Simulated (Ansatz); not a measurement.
# SiO2 (Cristobalite): the cost of one run

Method: DFT PBEsol, scalar-relativistic, plane waves, PAW, in Ansatz 0.2.0.

1 further run of the same task is left out (set aside as unsound or not needed).

## 1. Starting point

It takes space group P4_12_12 (No. 92, tetragonal). Conventional cell: a = 5.027 Å, b = 5.027 Å, c = 7.006 Å, α = 90.00°, β = 90.00°, γ = 90.00°. Si (site symmetry 2) has 4 O at 1.62 Å as nearest neighbours. O (site symmetry 1) has 2 Si at 1.62 Å as nearest neighbours.

Coordinates:

```
CELL_PARAMETERS angstrom
5.02689 0.00000 0.00000
0.00000 5.02689 0.00000
0.00000 0.00000 7.00564
ATOMIC_POSITIONS crystal
Si 0.29816 0.29816 0.00000
Si 0.20184 0.79816 0.25000
Si 0.70184 0.70184 0.50000
Si 0.79816 0.20184 0.75000
O 0.23957 0.10207 0.17842
O 0.39793 0.73957 0.42842
O 0.76043 0.89793 0.67842
O 0.60207 0.26043 0.92842
O 0.73957 0.39793 0.57158
O 0.89793 0.76043 0.32158
O 0.26043 0.60207 0.07158
O 0.10207 0.23957 0.82158
```

It is the result of an earlier relaxation at this level (volume 14.75 Å³/atom; gap on the mesh: 5.57 eV).

## 2. Band edges and mean potential of the bulk

Contents of input.yaml:

```yaml
crystal:
  lattice:
    - [5.0268851138, 0.0, 0.0]
    - [0.0, 5.0268851138, 0.0]
    - [0.0, 0.0, 7.0056412311]
  atoms:
    - { symbol: Si, position: [0.2981585423, 0.2981585423, 0.0] }
    - { symbol: Si, position: [0.2018414577, 0.7981585423, 0.25] }
    - { symbol: Si, position: [0.7018414577, 0.7018414577, 0.5] }
    - { symbol: Si, position: [0.7981585423, 0.2018414577, 0.75] }
    - { symbol: O, position: [0.2395719871, 0.1020662151, 0.1784158099] }
    - { symbol: O, position: [0.3979337849, 0.7395719871, 0.4284158099] }
    - { symbol: O, position: [0.7604280129, 0.8979337849, 0.6784158099] }
    - { symbol: O, position: [0.6020662151, 0.2604280129, 0.9284158099] }
    - { symbol: O, position: [0.7395719871, 0.3979337849, 0.5715841901] }
    - { symbol: O, position: [0.8979337849, 0.7604280129, 0.3215841901] }
    - { symbol: O, position: [0.2604280129, 0.6020662151, 0.0715841901] }
    - { symbol: O, position: [0.1020662151, 0.2395719871, 0.8215841901] }
basis:
  ecutwfc: 420
kpoints:
  mp_grid: { grid: [6, 6, 4] }
  band_path: { path: [VBM, CBM], npoints: 2 }
hamiltonian:
  xc: pbesol
scf:
  occupations: { method: gaussian, width: 0.02 }
output:
  forces: true
  stress: true
  eigenvalues: true
```

On the command line:

```sh
> ansatz run input.yaml --threads 4 --pin off --max-ram 10240MiB --backend cpu --events-out ev --progress --plain --runs-dir out
```

What time and memory should one allow on 4 threads of Intel Xeon 6975P-C (Granite Rapids), shared host?

About 10 s, with a peak of 0.62 GiB.
